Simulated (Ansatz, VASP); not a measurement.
**Ni (S5(210) boundary in fcc Ni) in two plane-wave programs**

One calculation is typed for both programs; each brings its own data sets. How far apart do they land? The structure shown is the start of the Ansatz relaxation below; VASP solves that cell, so the two are compared at the walk's first step.

Main program and level: Ansatz 0.2.0; plane waves, with VASP 6.6.1 beside it; single point at PBE.

## 1. Set-up

The cell holds 23 atoms: 23 Ni. Its edges and angles: a = 4.316 Å, b = 3.524 Å, c = 29.124 Å, α = 90.0°, β = 90.0°, γ = 65.9°. It derives from Ni. As first built, before any earlier steps moved the atoms (in the runner's words): plane [2, 1, 0]; removed 2; opened 0. Vacuum lies along c.

## 2. Ansatz: relaxation, PBE

Ansatz runs on its PAW soft_1 files.

The two programs are compared at the cell with which this relaxation starts, whose forces are those of its first step.

Input file input.yaml:

```yaml
crystal:
  lattice:
    - [4.3160009268, 0.0, 0.0]
    - [1.4386669756, 3.2169571544, 0.0]
    - [0.0, 0.0, 29.1237781719]
  atoms:
    - { symbol: Ni, position: [0.0, 0.9999999999, 0.171681022], spin: 1.0 }
    - { symbol: Ni, position: [0.6, 0.6999999999, 0.1987376199], spin: 1.0 }
    - { symbol: Ni, position: [0.2, 0.4, 0.2257942178], spin: 1.0 }
    - { symbol: Ni, position: [0.8, 0.1, 0.2528508157], spin: 1.0 }
    - { symbol: Ni, position: [0.4, 0.8, 0.2799074136], spin: 1.0 }
    - { symbol: Ni, position: [0.0, 0.5, 0.3069640115], spin: 1.0 }
    - { symbol: Ni, position: [0.6, 0.2, 0.3340206094], spin: 1.0 }
    - { symbol: Ni, position: [0.2, 0.9, 0.3610772073], spin: 1.0 }
    - { symbol: Ni, position: [0.8, 0.6, 0.3881338052], spin: 1.0 }
    - { symbol: Ni, position: [0.4, 0.3, 0.4151904031], spin: 1.0 }
    - { symbol: Ni, position: [0.0, 0.0, 0.442247001], spin: 1.0 }
    - { symbol: Ni, position: [0.8, 0.6, 0.4963601968], spin: 1.0 }
    - { symbol: Ni, position: [0.2, 0.9, 0.5234167947], spin: 1.0 }
    - { symbol: Ni, position: [0.6, 0.2, 0.5504733926], spin: 1.0 }
    - { symbol: Ni, position: [0.0, 0.5, 0.5775299905], spin: 1.0 }
    - { symbol: Ni, position: [0.4, 0.8, 0.6045865883], spin: 1.0 }
    - { symbol: Ni, position: [0.8, 0.1, 0.6316431862], spin: 1.0 }
    - { symbol: Ni, position: [0.2, 0.4, 0.6586997841], spin: 1.0 }
    - { symbol: Ni, position: [0.6, 0.6999999999, 0.685756382], spin: 1.0 }
    - { symbol: Ni, position: [0.0, 0.9999999999, 0.7128129799], spin: 1.0 }
    - { symbol: Ni, position: [0.4, 0.2999999999, 0.7398695778], spin: 1.0 }
    - { symbol: Ni, position: [0.8, 0.5999999999, 0.7669261757], spin: 1.0 }
    - { symbol: Ni, position: [0.2, 0.8999999999, 0.7939827736], spin: 1.0 }
magnetization:
  spin_polarized: true
kpoints:
  mp_grid: { grid: [7, 7, 1] }
hamiltonian:
  xc: pbe
  pseudopotentials: { kind: paw, azcp: { folder: soft_1 } }
scf:
  occupations: { method: fermi_dirac, width: 0.1 }
relax:
  f_tol: 0.03
  max_steps: 80
  constraints: [{ sites: [0, 1, 2, 3] }]
```

On the command line:

```sh
ansatz run input.yaml --threads 4 --pin off --max-ram 15360MiB --backend cpu --events-out ev --progress --plain --runs-dir out
```

Numbers of over 12 decimals in the logs are rounded to 6 here.

What it wrote:

```text
Engine: ansatz 0.2.0, x86_64-unknown-linux-gnu
Pseudopotentials: kind: paw
Pseudopotential: Ni, paw, valence charge 18, recommended cutoff 420 eV (normal), soft_1/Ni.paw.azcp
Functional definition: PBE
  parameter kappa = 0.804
  parameter beta = 0.066725
  exchange = pbe_x(kappa = kappa, mu = beta*pi^2/3)
  correlation = pbe_c(beta = beta)
Crystal: 23 atoms, lattice volume = 404.366 Å³
Basis set: ecut = 420 eV, 7829 PW (Γ), exchange–correlation on 60×48×400 points (8 copies of the dense FFT grid, shifted against one another)
Bands: 263, of which v1, the nominal top of the filled ones, is band 207 counted from 1 (206 counted from 0)
Symmetry: 2 space group operations
Space group: Cm (ITA 8), of the structure as read, at distance tolerance 7.4e-5 Å
Magnetic group: BNS 8.32 (UNI 39), of the structure as read, at distance tolerance 7.4e-5 Å
k-points: 16 of 49 (time reversal used)
Non-local potential: Ni, projectors of the file, l = 0: 3, l = 1: 2, l = 2: 3, l = 3: 1
PAW form: soft (Blöchl's): semilocal exchange-correlation on the pseudo side does not see the compensation charge
PAW one-centre angular grid: Ni, 590 points (default); XC on 64 Gauss nodes
Initial density: superposition of atomic densities (neutral atoms: chi_scale 0, normalization atom)
Starting moments: Σ|m| = 23 μB on 23 of 23 sites
Initial wavefunctions: pseudopotential atomic-orbital guess
Functional: x = pbe(κ = 0.804, μ = 0.219515), c = pbe(β = 0.066725)
SCF iter   1: F=—  HF=-134291.160820 eV  |F-HF|=—  |Δ(HF+E_count)|=         —  Δρ=3.42e-2 (↑2.00e-2 ↓3.42e-2)  dr2=2.59e1  dr2_m=5.14e-1  M=20.760 μB ∫|m|=22.019 μB  β_m=0.30  ethr=3.10e-3  ⟨swp⟩=6.8  Hψ=33914  notcnv=0  defer=382
Mixer restart at iter 1: flushing history
preconditioner: auto → LDOS  [metal: Δε(μ)=0.002 eV  Ē_g=8.048 eV  σ=0.100 eV  W_gap=0.01  n_scr=134 (ndim 8)  ℏωp=28.0 eV  f_vac=0.312  D(μ)=41.14/eV (n_scr^D=536)]
spin=Collinear: LDOS preconditioning applied to the charge; magnetization (m = ρ↑ − ρ↓) channel mixes plain (no charge-response kernel on spin).
SCF iter   2: F=—  HF=-134292.079816 eV  |F-HF|=—  |Δ(HF+E_count)|=   9.19e-1  Δρ=1.32e-2 (↑1.32e-2 ↓1.26e-2)  dr2=3.85e0  dr2_m=1.54e-1  M=19.659 μB ∫|m|=21.324 μB  β_m=0.31  ethr=3.10e-3  ⟨swp⟩=2.1  Hψ=13363  notcnv=0  defer=1000
SCF iter   3: F=—  HF=-134299.072324 eV  |F-HF|=—  |Δ(HF+E_count)|=    6.99e0  Δρ=8.55e-3 (↑4.96e-3 ↓8.55e-3)  dr2=8.83e-1  dr2_m=8.38e-2  M=19.028 μB ∫|m|=20.887 μB  β_m=0.42  ethr=9.31e-4  ⟨swp⟩=2.4  Hψ=12822  notcnv=0  defer=996
SCF iter   4: F=—  HF=-134305.610884 eV  |F-HF|=—  |Δ(HF+E_count)|=    6.54e0  Δρ=9.95e-3 (↑3.88e-3 ↓9.95e-3)  dr2=2.48e-1  dr2_m=1.41e-1  M=17.790 μB ∫|m|=20.023 μB  β_m=0.71  ethr=2.13e-4  ⟨swp⟩=2.8  Hψ=15076  notcnv=0  defer=1010
SCF iter   5: F=—  HF=-134307.994478 eV  |F-HF|=—  |Δ(HF+E_count)|=         —  Δρ=1.80e-2 (↑6.88e-3 ↓1.80e-2)  dr2=4.64e-1  dr2_m=5.34e-1  M=15.734 μB ∫|m|=17.978 μB  β_m=0.71  ethr=5.98e-5  ⟨swp⟩=2.1  Hψ=13245  notcnv=0  defer=1032
SCF iter   6: F=—  HF=-134308.274537 eV  |F-HF|=—  |Δ(HF+E_count)|=   2.80e-1  Δρ=4.90e-3 (↑3.96e-3 ↓4.90e-3)  dr2=7.14e-2  dr2_m=5.72e-2  M=15.249 μB ∫|m|=17.499 μB  β_m=0.84  ethr=5.98e-5  ⟨swp⟩=2.0  Hψ=15759  notcnv=0  defer=1046
SCF iter   7: F=—  HF=-134308.337797 eV  |F-HF|=—  |Δ(HF+E_count)|=   6.33e-2  Δρ=5.53e-3 (↑4.54e-3 ↓5.53e-3)  dr2=3.19e-1  dr2_m=5.59e-3  M=15.168 μB ∫|m|=17.308 μB  β_m=0.59  ethr=1.72e-5  ⟨swp⟩=2.6  Hψ=17081  notcnv=0  defer=1072
SCF iter   8: F=—  HF=-134308.249734 eV  |F-HF|=—  |Δ(HF+E_count)|=   8.81e-2  Δρ=1.25e-3 (↑1.17e-3 ↓1.25e-3)  dr2=1.23e-2  dr2_m=1.74e-3  M=15.166 μB ∫|m|=17.321 μB  β_m=0.70  ethr=1.72e-5  ⟨swp⟩=2.6  Hψ=15996  notcnv=0  defer=1045
SCF iter   9: F=—  HF=-134308.266557 eV  |F-HF|=—  |Δ(HF+E_count)|=   1.68e-2  Δρ=7.60e-4 (↑7.60e-4 ↓5.71e-4)  dr2=6.79e-3  dr2_m=1.48e-4  M=15.250 μB ∫|m|=17.366 μB  β_m=0.61  ethr=2.96e-6  ⟨swp⟩=3.0  Hψ=16886  notcnv=0  defer=1047
[...]
SCF 10 converged in 8 iterations: F = -134308.932264 eV  dr2 = 5.95e-6
relax step  10: F+E_penalty+E_count = -134308.93226444 eV  Δ(F+E_penalty+E_count) = -7.927e-4 eV  max|allowed force component| = 3.488e-2 eV/Å  Δτ_max = 0.0209 Å  (8 SCF iters, dr2 threshold 8.16e-6 eV, accepted)
SCF iter   1: F=—  HF=-134308.931725 eV  |F-HF|=—  |Δ(HF+E_count)|=         —  Δρ=9.46e-4 (↑5.54e-4 ↓9.46e-4)  dr2=2.63e-3  dr2_m=1.51e-3  M=15.049 μB ∫|m|=17.100 μB  β_m=0.65  ethr=5.58e-6  ⟨swp⟩=4.1  Hψ=22778  notcnv=0  defer=1084
preconditioner: auto → LDOS  [metal: Δε(μ)=0.001 eV  Ē_g=8.201 eV  σ=0.100 eV  W_gap=0.00  n_scr=30 (ndim 8)  ℏωp=28.0 eV  f_vac=0.340  D(μ)=39.91/eV (n_scr^D=512)]
spin=Collinear: LDOS preconditioning applied to the charge; magnetization (m = ρ↑ − ρ↓) channel mixes plain (no charge-response kernel on spin).
SCF iter   2: F=—  HF=-134308.932535 eV  |F-HF|=—  |Δ(HF+E_count)|=   8.11e-4  Δρ=3.25e-4 (↑3.25e-4 ↓3.18e-4)  dr2=2.67e-3  dr2_m=2.43e-4  M=15.045 μB ∫|m|=17.098 μB  β_m=0.50  ethr=6.34e-7  ⟨swp⟩=2.0  Hψ=14252  notcnv=0  defer=1085
SCF iter   3: F=—  HF=-134308.932573 eV  |F-HF|=—  |Δ(HF+E_count)|=   3.78e-5  Δρ=2.39e-4 (↑2.16e-4 ↓2.39e-4)  dr2=3.98e-4  dr2_m=9.10e-5  M=15.045 μB ∫|m|=17.098 μB  β_m=0.47  ethr=6.34e-7  ⟨swp⟩=2.0  Hψ=11090  notcnv=0  defer=1084
SCF iter   4: F=—  HF=-134308.932560 eV  |F-HF|=—  |Δ(HF+E_count)|=   1.30e-5  Δρ=1.10e-4 (↑7.73e-5 ↓1.10e-4)  dr2=4.56e-5  dr2_m=2.12e-5  M=15.045 μB ∫|m|=17.098 μB  β_m=0.44  ethr=9.61e-8  ⟨swp⟩=2.4  Hψ=13192  notcnv=0  defer=1085
SCF iter   5: F=—  HF=-134308.932569 eV  |F-HF|=—  |Δ(HF+E_count)|=   9.11e-6  Δρ=5.81e-5 (↑3.54e-5 ↓5.81e-5)  dr2=9.81e-6  dr2_m=5.60e-6  M=15.045 μB ∫|m|=17.098 μB  β_m=0.46  ethr=1.10e-8  ⟨swp⟩=2.1  Hψ=12812  notcnv=0  defer=1085
SCF iter   6: F=—  HF=-134308.932573 eV  |F-HF|=—  |Δ(HF+E_count)|=   3.59e-6  Δρ=1.96e-5 (↑1.81e-5 ↓1.96e-5)  dr2=1.54e-6  dr2_m=9.59e-7  M=15.045 μB ∫|m|=17.098 μB  β_m=0.50  ethr=2.37e-9  ⟨swp⟩=2.0  Hψ=13796  notcnv=0  defer=1085
SCF iter   7: F=—  HF=-134308.932574 eV  |F-HF|=—  |Δ(HF+E_count)|=   7.13e-7  Δρ=9.05e-6 (↑7.00e-6 ↓9.05e-6)  dr2=4.29e-7  dr2_m=1.61e-7  M=15.045 μB ∫|m|=17.098 μB  β_m=0.52  ethr=3.72e-10  ⟨swp⟩=2.2  Hψ=14044  notcnv=0  defer=1085
SCF iter   8: F=—  HF=-134308.932574 eV  |F-HF|=—  |Δ(HF+E_count)|=   2.53e-8  Δρ=4.80e-6 (↑4.80e-6 ↓3.60e-6)  dr2=3.10e-7  dr2_m=3.51e-8  M=15.045 μB ∫|m|=17.098 μB  β_m=0.50  ethr=1.04e-10  ⟨swp⟩=2.2  Hψ=14683  notcnv=0  defer=1085
SCF iter   9: F=—  HF=-134308.932574 eV  |F-HF|=—  |Δ(HF+E_count)|=   2.95e-8  Δρ=2.28e-6 (↑2.28e-6 ↓1.79e-6)  dr2=3.23e-8  dr2_m=7.13e-9  M=15.045 μB ∫|m|=17.098 μB  β_m=0.49  ethr=7.49e-11  ⟨swp⟩=2.0  Hψ=11147  notcnv=0  defer=1085
SCF iter  10: F=-134308.932574 eV  HF=-134308.932574 eV  |F-HF|=2.01e-8  |Δ(HF+E_count)|=   1.02e-8  Δρ=1.38e-6 (↑8.89e-7 ↓1.38e-6)  dr2=2.30e-8  dr2_m=2.05e-9  M=15.045 μB ∫|m|=17.098 μB  ethr=7.80e-12  ⟨swp⟩=2.2  Hψ=29406  notcnv=0
SCF 11 converged in 10 iterations: F = -134308.932574 eV  dr2 = 2.30e-8
relax step  11: F+E_penalty+E_count = -134308.93257358 eV  Δ(F+E_penalty+E_count) = -3.091e-4 eV  max|allowed force component| = 6.230e-3 eV/Å  Δτ_max = 0.0173 Å  (10 SCF iters, accepted)
SCF converged after 10 iterations
Magnetization: 15.0447 μB (214.5224 up, 199.4776 down)
Absolute magnetization: 17.1204 μB (∫|ρ↑−ρ↓|, with the PAW one-centre terms)
Spin contamination: 0.1859 ħ² per cell (⟨S²⟩ above its minimum at these occupations)
Per-site moments (μB) at R_I (Å): [(0.824496, 1.027886), (0.741909, 1.022367), (0.666662, 1.023742), (0.676501, 1.025114), (0.673878, 1.016270), (0.676139, 1.020582), (0.657220, 1.019242), (0.656592, 0.981567), (0.670803, 0.987517), (0.675403, 1.001639), (0.708176, 0.912455), (0.695224, 1.055441), (0.707091, 0.912455), (0.674275, 1.001402), (0.675030, 0.987940), (0.655210, 0.981751), (0.653653, 1.018764), (0.677487, 1.021741), (0.670398, 1.013553), (0.676785, 0.981819), (0.667382, 0.989196), (0.734504, 1.011097), (0.810820, 0.981819)]
Free energy (F): -134308.932574 eV
Harris-Foulkes:  -134308.932574 eV  (|F-HF|=2.01e-8)
Internal energy: -134307.634616 eV  (E = F + TS)
E sigma→0 (E₀):  -134308.283595 eV
Entropy (-TS):   -1.297957 eV (-56.433 meV/atom)
Fermi energy:    9.448514 eV
--- Per-component energies (eV) ---
  E_band       = -10105.269572
  E_kinetic    = 7789.154305
  E_local      = -777591.804784  (includes V_loc(G=0)·N_el)
  E_nonlocal   = -2687.834938
  E_hartree    = 389753.507070
  E_xc         = -2583.365405
  E_vxc        = -3332.088381  (∫ρ·V_xc dr)
  E_paw        = -38112.149969  (= ΣΔE_a)
  E_vpaw       = -13789.698503  (= ΣTr[D̂ρ^β])
  E_aug_tail   = 0.022029  (compensation charges beyond the density's cutoff)
  E_ewald      = 289124.837076
  E_smearing   = -1.297957  (= −TS)
  E_closure    = -0.000000  (closes the sum)
  Σ components = -134308.932574   (vs F -134308.932574, Δ=0.00e0)
--- Forces (eV/Å), atoms counted from 1 ---
  atom   1  Ni    -0.04004799     0.01791001     0.80566013
  atom   2  Ni     0.05987629    -0.02677749    -0.02925244
  atom   3  Ni     0.01080056    -0.00483016    -0.50962572
  atom   4  Ni    -0.03292224     0.01472327    -0.26707808
  atom   5  Ni    -0.00037862     0.00016932     0.00044722
  atom   6  Ni     0.00023610    -0.00010559     0.00045482
  atom   7  Ni     0.00049026    -0.00021925    -0.00021846
  atom   8  Ni    -0.00079945     0.00035752    -0.00159995
  atom   9  Ni     0.00090344    -0.00040403    -0.00027978
  atom  10  Ni     0.00297490    -0.00133042     0.00011031
  atom  11  Ni     0.00192646    -0.00086154    -0.00150475
  atom  12  Ni    -0.00385724     0.00172501    -0.00098407
  atom  13  Ni    -0.00125283     0.00056028     0.00622959
  atom  14  Ni     0.00039991    -0.00017885    -0.00031176
  atom  15  Ni     0.00060769    -0.00027177     0.00067594
  atom  16  Ni    -0.00045704     0.00020439    -0.00185246
  atom  17  Ni    -0.00000594     0.00000266    -0.00093366
  atom  18  Ni    -0.00024060     0.00010760    -0.00062773
  atom  19  Ni     0.00044915    -0.00020087     0.00044656
  atom  20  Ni     0.00064422    -0.00028810     0.00025992
  atom  21  Ni     0.00041771    -0.00018681    -0.00035212
  atom  22  Ni     0.00036660    -0.00016395     0.00013658
  atom  23  Ni    -0.00010804     0.00004832     0.00016886
  max |Σ_I F_I| component: 3.11e-5 eV/Å
--- Relaxed structure (11 steps of the walk, 11 accepted, 0 SCFs on fresh bases) ---
  F+E_penalty+E_count = -134308.93257358 eV   max|allowed force component| = 6.230e-3 eV/Å
  atoms:
    - { symbol: Ni, position: [0.0, 1.000000, 0.171681] }
    - { symbol: Ni, position: [0.600000, 0.700000, 0.198738] }
    - { symbol: Ni, position: [0.200000, 0.4, 0.225794] }
    - { symbol: Ni, position: [0.800000, 0.100000, 0.252851] }
    - { symbol: Ni, position: [0.399448, 0.800276, 0.279398] }
    - { symbol: Ni, position: [-0.000647591, 0.500324, 0.306883] }
    - { symbol: Ni, position: [0.600288, 0.199856, 0.334093] }
    - { symbol: Ni, position: [0.203582, 0.898209, 0.359735] }
    - { symbol: Ni, position: [0.794227, 0.602887, 0.388167] }
    - { symbol: Ni, position: [0.397613, 0.301194, 0.417463] }
    - { symbol: Ni, position: [-0.00242923, 0.00121462, 0.436539] }
    - { symbol: Ni, position: [0.608393, 0.695804, 0.474538] }
    - { symbol: Ni, position: [-0.00264599, 1.001323, 0.512491] }
    - { symbol: Ni, position: [0.397410, 0.301295, 0.531489] }
    - { symbol: Ni, position: [-0.205822, 0.602911, 0.560936] }
    - { symbol: Ni, position: [0.203232, 0.898384, 0.589319] }
    - { symbol: Ni, position: [0.599936, 0.200032, 0.614829] }
    - { symbol: Ni, position: [-0.000326585, 0.500163, 0.642373] }
    - { symbol: Ni, position: [0.398181, 0.800909, 0.669458] }
    - { symbol: Ni, position: [-0.201788, 1.100894, 0.695918] }
    - { symbol: Ni, position: [0.206116, 0.396942, 0.724621] }
    - { symbol: Ni, position: [0.602956, 0.698522, 0.749618] }
    - { symbol: Ni, position: [-0.000522258, 1.000261, 0.772975] }
```

The column dr2 measures how far the density is from self-consistency, as an energy; F and HF (Harris–Foulkes) agree once it is small.

(Continued in part 2 of 2.)

[Lines on the potential files, build, host, timing and source positions are cut from VASP's logs without a mark.]

[Logs are printed without paths, hosts, clocks, repeated set-up lines and the standing remarks that a program may print on its own settings, such as how far it seeks lower states.]

[Hosts, paths, dates, database ids (printed as entryN), source tags and the programs' standing remarks are cut or masked in the printed files.]
